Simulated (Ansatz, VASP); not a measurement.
# CdS (Hawleyite) in two plane-wave programs, part 2 of 2

Aim: how closely do two programs agree when they are given the same cell, functional and k mesh?

VASP 6.6.1 and Ansatz 0.2.0.

So far: Set-up; VASP: G0W0 gap, PBE.

## 3. Ansatz: G0W0 gap, PBE

Level of this step: Ansatz beside VASP: Kohn-Sham DFT, plane waves, PBE, G0W0 (Ansatz).

Ansatz runs on its default PAW (the set named soft_2) files.

The same cell, functional and mesh now go to Ansatz, which takes its cutoff from its data sets.

input.yaml reads:

```yaml
crystal:
  lattice:
    - [0.0, 2.9582, 2.9582]
    - [2.9582, 0.0, 2.9582]
    - [2.9582, 2.9582, 0.0]
  atoms:
    - { symbol: Cd, position: [0.0, 0.0, 0.0] }
    - { symbol: S, position: [0.25, 0.25, 0.25] }
hamiltonian:
  xc: pbe
  pseudopotentials: { kind: paw }
kpoints:
  mp_grid: { grid: [6, 6, 6] }
scf:
  occupations: { method: fixed }
gw:
  n_empty_bands: 111
  ecut_chi: 100.0
  qp_bands: [v2, c2]
  qp_kpoints: band_edges
  screening: { model: contour_deformation }
```

Run with:

```sh
$ ansatz run input.yaml --threads 4 --pin off --max-ram 9216MiB --backend cpu --events-out ev --progress --plain --runs-dir out
```

Numbers of over 12 decimals in the logs are rounded to 6 here.

What it wrote:

```text
Engine: ansatz 0.2.0, aarch64-unknown-linux-gnu
Pseudopotentials: kind: paw
Pseudopotential: Cd, paw, valence charge 20, recommended cutoff 420 eV (normal), Cd.paw.azcp
Pseudopotential: S, paw, valence charge 6, recommended cutoff 420 eV (normal), S.paw.azcp
Functional definition: PBE
  parameter kappa = 0.804
  parameter beta = 0.066725
  exchange = pbe_x(kappa = kappa, mu = beta*pi^2/3)
  correlation = pbe_c(beta = beta)
Crystal: 2 atoms, lattice volume = 51.774 Å³
Basis set: ecut = 420 eV, 965 PW (Γ)
Bands: 17, of which v1, the nominal top of the filled ones, is band 13 counted from 1 (12 counted from 0)
Symmetry: 24 space group operations
Space group: F-43m (ITA 216), of the structure as read, at distance tolerance 3.7e-5 Å
k-points: 16 of 216 (time reversal used)
Non-local potential: Cd, projectors of the file, l = 0: 3, l = 1: 2, l = 2: 2, l = 3: 1
Non-local potential: S, projectors of the file, l = 0: 2, l = 1: 2, l = 2: 2
PAW form: soft (Blöchl's): semilocal exchange-correlation on the pseudo side does not see the compensation charge
PAW one-centre angular grid: Cd, 590 points (default); XC on 64 Gauss nodes
PAW one-centre angular grid: S, 110 points (default); XC on 64 Gauss nodes
Initial density: superposition of atomic densities (neutral atoms: chi_scale 0, normalization atom), corrected by the library's trained network
Initial wavefunctions: pseudopotential atomic-orbital guess
Functional: x = pbe(κ = 0.804, μ = 0.219515), c = pbe(β = 0.066725)
SCF iter   1: F=—  HF=-9157.825482 eV  |F-HF|=—  |Δ(HF+E_count)|=         —  Δρ=5.50e-4  dr2=2.25e-4  ethr=1.77e-3  ⟨swp⟩=4.8  Hψ=1169  notcnv=0  defer=29
preconditioner: auto → none  [insulator: Δε(μ)=1.046 eV  Ē_g=12.195 eV  n_scr=14 (ndim 8)  ℏωp=21.9 eV  f_vac=0.139  ε∞_Penn≈4.2]
SCF iter   2: F=—  HF=-9157.826117 eV  |F-HF|=—  |Δ(HF+E_count)|=   6.35e-4  Δρ=3.11e-4  dr2=2.86e-5  ethr=8.67e-7  ⟨swp⟩=2.8  Hψ=668  notcnv=0  defer=29
SCF iter   3: F=—  HF=-9157.826132 eV  |F-HF|=—  |Δ(HF+E_count)|=   1.48e-5  Δρ=1.11e-4  dr2=2.74e-6  ethr=1.10e-7  ⟨swp⟩=2.0  Hψ=400  notcnv=0  defer=29
SCF iter   4: F=—  HF=-9157.826150 eV  |F-HF|=—  |Δ(HF+E_count)|=   1.83e-5  Δρ=3.29e-5  dr2=2.42e-7  ethr=1.05e-8  ⟨swp⟩=2.0  Hψ=416  notcnv=0  defer=29
iter 5 did not close the SCF: its close was put off for the readings that it lacked (scf_convergence_deferred on its scf_iter line)
SCF iter   5: F=-9157.826152 eV  HF=-9157.826152 eV  |F-HF|=5.32e-8  |Δ(HF+E_count)|=   2.03e-6  Δρ=6.06e-6  dr2=2.32e-8  ethr=9.32e-10  ⟨swp⟩=2.0  Hψ=416  notcnv=0  defer=30
SCF iter   6: F=-9157.826152 eV  HF=-9157.826152 eV  |F-HF|=2.24e-9  |Δ(HF+E_count)|=   6.50e-8  Δρ=2.53e-6  dr2=2.55e-9  ethr=8.93e-11  ⟨swp⟩=3.9  Hψ=1121  notcnv=0
SCF 1 converged in 6 iterations: F = -9157.826152 eV  dr2 = 2.55e-9
  greatest PAW one-centre occupation: 1.000 electrons in one spin orbital (limit 2), on the Cd atom at site 0 (counted from 0), in its partial waves of l = 0
NSCF: frozen V_eff on 16 k-points
G₀W₀ screening: q 1/16
G₀W₀ screening: q 2/16 (q-point 6)
G₀W₀ screening: q 3/16 (q-point 7)
G₀W₀ screening: q 4/16 (q-point 8)
G₀W₀ screening: q 5/16 (q-point 11)
G₀W₀ screening: q 6/16 (q-point 14)
G₀W₀ screening: q 7/16 (q-point 15)
G₀W₀ screening: q 8/16 (q-point 9)
G₀W₀ screening: q 9/16 (q-point 12)
G₀W₀ screening: q 10/16 (q-point 16)
G₀W₀ screening: q 11/16 (q-point 2)
G₀W₀ screening: q 12/16 (q-point 3)
G₀W₀ screening: q 13/16 (q-point 5)
G₀W₀ screening: q 14/16 (q-point 10)
G₀W₀ screening: q 15/16 (q-point 4)
G₀W₀ screening: q 16/16 (q-point 13)
G₀W₀ self-energy: k 1/8
G₀W₀ self-energy: k 2/8
G₀W₀ self-energy: k 3/8
G₀W₀ self-energy: k 4/8
G₀W₀ self-energy: k 5/8
G₀W₀ self-energy: k 6/8
G₀W₀ self-energy: k 7/8
G₀W₀ self-energy: k 8/8
NSCF: frozen V_eff on 1 k-points
NSCF: frozen V_eff on 1 k-points
SCF converged after 6 iterations
Free energy (F): -9157.826152 eV
Harris-Foulkes:  -9157.826152 eV  (|F-HF|=2.24e-9)
Internal energy: -9157.826152 eV  (E = F + TS)
E sigma→0 (E₀):  -9157.826152 eV
Fermi energy:    6.325038 eV
--- Per-component energies (eV) ---
  E_band       = -519.154685
  E_kinetic    = 610.977364
  E_local      = -4075.294512  (includes V_loc(G=0)·N_el)
  E_nonlocal   = 62.192198
  E_hartree    = 1868.505542
  E_xc         = -273.461560
  E_vxc        = -308.518189  (∫ρ·V_xc dr)
  E_paw        = -4683.894426  (= ΣΔE_a)
  E_vpaw       = -545.521722  (= ΣTr[D̂ρ^β])
  E_aug_tail   = 0.000016  (compensation charges beyond the density's cutoff)
  E_ewald      = -2666.850774
  E_smearing   = -0.000000  (= −TS)
  E_closure    = 0.000000  (closes the sum)
  Σ components = -9157.826152   (vs F -9157.826152, Δ=0.00e0)
--- Band table (eV; the first three rows and the last of 16) ---
  k-point 0: bands = [... 9 lower, -0.8311, 6.3250, 6.3250, 6.3250, 7.3768, 12.8551, 12.8551, 12.8551]
  k-point 1: bands = [... 9 lower, -0.8316, 4.8656, 6.1368, 6.1368, 8.5335, 12.4944, 13.1538, 13.1538]
  k-point 2: bands = [... 9 lower, -0.8163, 3.0836, 5.7933, 5.7933, 9.2207, 12.9476, 13.3787, 13.3787]
  k-point 15: bands = [... 9 lower, -0.3044, 2.6088, 4.3271, 4.3622, 11.0740, 11.2881, 14.3857, 14.6408]
--- G₀W₀: contour deformation, 7 samples at zero and on the imaginary axis and 3 off it, 216 q-points, 111 empty bands' worth ---
  eigenvalues of the whole cell's RPA ε∞ on this k-mesh (on a slab, of 1 + 4πα/V) = 7.2918, 7.2918, 7.2918; static W/v taken at q = 0 is 0.137141
  bands read: the sum over 124 bands ends inside a degenerate multiplet in 2 slots, whose members it reads at an even weight; the widest, k=0: bands 123 to 125 (counted from 1) at 2/3 each
  gw.qp_kpoints: band_edges: 8 of 16 stored k-points solved, in 1 pass; an edge of the gap read off the rows below is read off those points alone
    valence top: of the k-points left out ik 7 came nearest to being solved in a further pass, in band 13 (counted from 1, as in the quasiparticle table): it holds the edge there only if its correction is more favourable than any solved in that band by at least 0.705 eV; those differ by 0.155 eV
    conduction bottom: of the k-points left out ik 5 came nearest to being solved in a further pass, in band 14 (counted from 1, as in the quasiparticle table): it holds the edge there only if its correction is more favourable than any solved in that band by at least 2.387 eV; those differ by 0.288 eV
    ik  band        ε_KS         Σx   Σc(E_QP)       V_xc       Z   E_QP_lin       E_QP  E_QP is
     0    12      6.3250   -20.5540     2.2671   -17.7750  0.7381     5.8010     5.8132  root
     0    13      6.3250   -20.5540     2.2671   -17.7750  0.7381     5.8010     5.8132  root
     0    14      7.3768    -8.6508    -3.4323   -12.2844  0.7817     7.5794     7.5781  root
     0    15     12.8551    -6.3315    -4.3891   -11.1384  0.7606    13.2808    13.2729  root
     1    12      6.1368   -20.2725     2.3214   -17.4164  0.7367     5.5883     5.6021  root
     1    13      6.1368   -20.2725     2.3214   -17.4164  0.7367     5.5883     5.6021  root
     1    14      8.5335    -9.4797    -3.4276   -13.1758  0.7699     8.8045     8.8020  root
     1    15     12.4944    -6.5396    -4.3167   -11.2220  0.7598    12.8661    12.8600  root
     2    12      5.7933   -19.7678     2.4232   -16.7725  0.7336     5.2043     5.2212  root
     2    13      5.7933   -19.7678     2.4232   -16.7725  0.7336     5.2043     5.2212  root
     2    14      9.2207    -8.2763    -3.8752   -12.5028  0.7733     9.5768     9.5720  root
     2    15     12.9476    -6.9403    -4.5215   -11.7693  0.7398    13.2596    13.2550  root
     3    12      5.6335   -19.5181     2.4668   -16.4640  0.7320     5.0278     5.0461  root
     3    13      5.6335   -19.5181     2.4668   -16.4640  0.7320     5.0278     5.0461  root
     3    14      9.2707    -8.0773    -3.8978   -12.3329  0.7764     9.6335     9.6285  root
     3    15     13.3130    -6.4360    -4.4037   -11.2241  0.7542    13.7047    13.6974  root
     4    12      5.8288   -19.8080     2.3936   -16.8469  0.7343     5.2447     5.2612  root
     4    13      5.8288   -19.8080     2.3936   -16.8469  0.7343     5.2447     5.2612  root
     4    14      8.9826    -9.8736    -3.4599   -13.6301  0.7642     9.2825     9.2792  root
     4    15     11.8302    -6.2693    -4.1922   -10.8138  0.7694    12.1880    12.1824  root
     8    12      5.2887   -18.9825     2.4992   -15.8663  0.7295     4.6498     4.6718  root
     8    13      6.0203   -20.1206     2.3634   -17.2086  0.7356     5.4569     5.4718  root
     8    14      9.5263    -9.2275    -3.8617   -13.4711  0.7619     9.9143     9.9082  root
     8    15     12.3121    -6.9462    -4.2194   -11.5066  0.7592    12.6581    12.6530  root
     9    12      4.9770   -18.6172     2.6379   -15.3368  0.7242     4.3095     4.3346  root
     9    13      4.9770   -18.6172     2.6379   -15.3368  0.7242     4.3095     4.3346  root
     9    14     10.1769    -7.0910    -3.8013   -11.1013  0.7718    10.3875    10.3859  root
     9    15     10.7337    -8.1023    -4.0979   -12.6449  0.7678    11.1875    11.1785  root
    12    12      4.5920   -18.0112     2.7398   -14.6042  0.7186     3.8960     3.9248  root
    12    13      4.5920   -18.0112     2.7398   -14.6042  0.7186     3.8960     3.9248  root
    12    14      9.9498    -6.2047    -3.5781    -9.8765  0.7860    10.0438    10.0435  root
    12    15     10.6182    -8.7462    -4.0833   -13.3004  0.7656    11.0994    11.0891  root
```

It took 33 s on 4 threads of Arm Neoverse V2, shared host; peak memory 0.59 GiB.

## 4. Side by side

Known differences besides the potentials themselves: the two programs' PAW sets differ in cores and partial waves; the data sets hold 26 valence electrons in Ansatz (default PAW (the set named soft_2) files) and 18 in VASP; the cutoff is 420 eV in Ansatz and 300 eV in VASP; VASP leaves aspherical gradient terms in its spheres out (LASPH is not set), Ansatz keeps them; Ansatz integrates over frequency by contour deformation, VASP on a grid of NOMEGA points. Total energies have different zeros and are not compared.

Compared:

| quantity | Ansatz | VASP | difference |
| --- | --- | --- | --- |
| G0W0 gap on the mesh (eV) | 1.78 | 1.83 | -0.06 |
| PBE gap under it (eV) | 1.05 | 1.04 | +0.01 |

## 5. Outcome

* difference in G0W0 gap on the mesh (G0W0 gap, PBE): -0.056 eV

In words: The difference in G0W0 gap on the mesh is -0.056 eV (G0W0 gap, PBE), within the 0.15 eV picked in this series as the mark of a large difference. How closely two codes agree says nothing of how well the functional describes the real material.

[Lines on the potential files, build, host, timing and source positions are cut from VASP's logs without a mark.]

[Logs are printed without paths, hosts, clocks, repeated set-up lines and the standing remarks that a program may print on its own settings, such as how far it seeks lower states.]

[Hosts, paths, dates, database ids (printed as entryN), source tags and the programs' standing remarks are cut or masked in the printed files.]
